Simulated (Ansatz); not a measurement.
A relaxation computed with Ansatz, from input to last step.

```yaml
crystal:
  lattice:
    - [3.9841, 0.0, 0.0]
    - [0.0, 2.83705, 2.8458]
    - [0.0, -2.83705, 2.8458]
  atoms:
    - { symbol: Ba, position: [0.0, 0.0, 0.0] }
    - { symbol: Ti, position: [0.5, 0.5079, 0.5079] }
    - { symbol: O, position: [0.0, 0.4921, 0.4921] }
    - { symbol: O, position: [0.5, 0.50251, 0.99371] }
    - { symbol: O, position: [0.5, 0.99371, 0.50251] }
basis:
  ecutwfc: 420
kpoints:
  mp_grid: { grid: [6, 6, 6] }
hamiltonian:
  xc: pbe
  hubbard: { sites: [{ species: Ti, l: d, u_eff: 4.0 }] }
scf:
  occupations: { method: gaussian, width: 0.02 }
output:
  forces: true
  stress: true
  eigenvalues: true
relax:
  adjacent_minimum: "off"
  f_tol: 0.01
  max_steps: 40
```

```bash
ansatz run input.yaml --threads 1 --pin off --max-ram 2560MiB --backend cpu --events-out ev --progress --plain --runs-dir out
```

Level of theory: DFT PBE+U, scalar-relativistic, plane waves, PAW in Ansatz 0.2.0.

Of 7 frames 7 are shown, positions in Å and forces in eV/Å; the SCF threshold varies from step to step. The mark taken_back stands on steps that the optimiser undid.

```xyz
5
Lattice="3.9841 0.0000 0.0000 0.0000 2.8371 2.8458 0.0000 -2.8371 2.8458" Properties=species:S:1:pos:R:3:forces:R:3 pbc="T T T" step=1 free_energy_over_end_meV_per_atom=1.26
Ba    0.0000    0.0000    0.0000    0.0000    0.0000    0.0981
Ti    1.9921    0.0000    2.8908    0.0000    0.0000    0.0144
O     0.0000    0.0000    2.8008    0.0000    0.0000    0.1044
O     1.9921   -1.3936    4.2579    0.0000   -0.0492   -0.1085
O     1.9921    1.3936    4.2579    0.0000    0.0492   -0.1085
5
Lattice="3.9841 0.0000 0.0000 0.0000 2.8371 2.8458 0.0000 -2.8371 2.8458" Properties=species:S:1:pos:R:3:forces:R:3 pbc="T T T" step=2 free_energy_over_end_meV_per_atom=1.38 taken_back
Ba    0.0000    0.0000    0.0441    0.0000    0.0000   -0.2370
Ti    1.9921    0.0000    2.8789    0.0000    0.0000    0.2189
O     0.0000    0.0000    2.8123    0.0000    0.0000    0.0180
O     1.9921   -1.4023    4.2361    0.0000   -0.0438    0.0001
O     1.9921    1.4023    4.2361    0.0000    0.0438    0.0001
5
Lattice="3.9841 0.0000 0.0000 0.0000 2.8371 2.8458 0.0000 -2.8371 2.8458" Properties=species:S:1:pos:R:3:forces:R:3 pbc="T T T" step=3 free_energy_over_end_meV_per_atom=0.41
Ba    0.0000    0.0000    0.0180    0.0000    0.0000   -0.0235
Ti    1.9921    0.0000    2.8903    0.0000    0.0000    0.0656
O     0.0000    0.0000    2.8150    0.0000    0.0000    0.0503
O     1.9921   -1.4079    4.2421    0.0000    0.0442   -0.0462
O     1.9921    1.4079    4.2421    0.0000   -0.0442   -0.0462
5
Lattice="3.9841 0.0000 0.0000 0.0000 2.8371 2.8458 0.0000 -2.8371 2.8458" Properties=species:S:1:pos:R:3:forces:R:3 pbc="T T T" step=4 free_energy_over_end_meV_per_atom=0.32
Ba    0.0000    0.0000    0.0189    0.0000    0.0000   -0.0209
Ti    1.9921    0.0000    2.8938    0.0000    0.0000    0.0624
O     0.0000    0.0000    2.8149    0.0000    0.0000    0.0434
O     1.9921   -1.4071    4.2400    0.0000    0.0403   -0.0424
O     1.9921    1.4071    4.2400    0.0000   -0.0403   -0.0424
5
Lattice="3.9841 0.0000 0.0000 0.0000 2.8371 2.8458 0.0000 -2.8371 2.8458" Properties=species:S:1:pos:R:3:forces:R:3 pbc="T T T" step=5 free_energy_over_end_meV_per_atom=2.03 taken_back
Ba    0.0000    0.0000    0.0362    0.0000    0.0000    0.0343
Ti    1.9921    0.0000    2.9592    0.0000    0.0000   -0.3673
O     0.0000    0.0000    2.8026    0.0000    0.0000    0.0186
O     1.9921   -1.3966    4.2047    0.0000   -0.1155    0.1573
O     1.9921    1.3966    4.2047    0.0000    0.1155    0.1573
5
Lattice="3.9841 0.0000 0.0000 0.0000 2.8371 2.8458 0.0000 -2.8371 2.8458" Properties=species:S:1:pos:R:3:forces:R:3 pbc="T T T" step=6 free_energy_over_end_meV_per_atom=0.00
Ba    0.0000    0.0000    0.0241    0.0000    0.0000   -0.0013
Ti    1.9921    0.0000    2.9164    0.0000    0.0000   -0.0008
O     0.0000    0.0000    2.8150    0.0000    0.0000   -0.0093
O     1.9921   -1.4017    4.2260    0.0000   -0.0148    0.0057
O     1.9921    1.4017    4.2260    0.0000    0.0148    0.0057
5
Lattice="3.9841 0.0000 0.0000 0.0000 2.8371 2.8458 0.0000 -2.8371 2.8458" Properties=species:S:1:pos:R:3:forces:R:3 pbc="T T T" step=7 free_energy_over_end_meV_per_atom=0.00
Ba    0.0000    0.0000    0.0238    0.0000    0.0000    0.0000
Ti    1.9921    0.0000    2.9157    0.0000    0.0000   -0.0001
O     0.0000    0.0000    2.8146    0.0000    0.0000    0.0001
O     1.9921   -1.4028    4.2267    0.0000    0.0000    0.0000
O     1.9921    1.4028    4.2267    0.0000    0.0000    0.0000
```

It took 94 s on 1 thread of Intel(R) Xeon(R) Processor @ 2.70GHz, on a shared host, peak memory 0.5 GiB.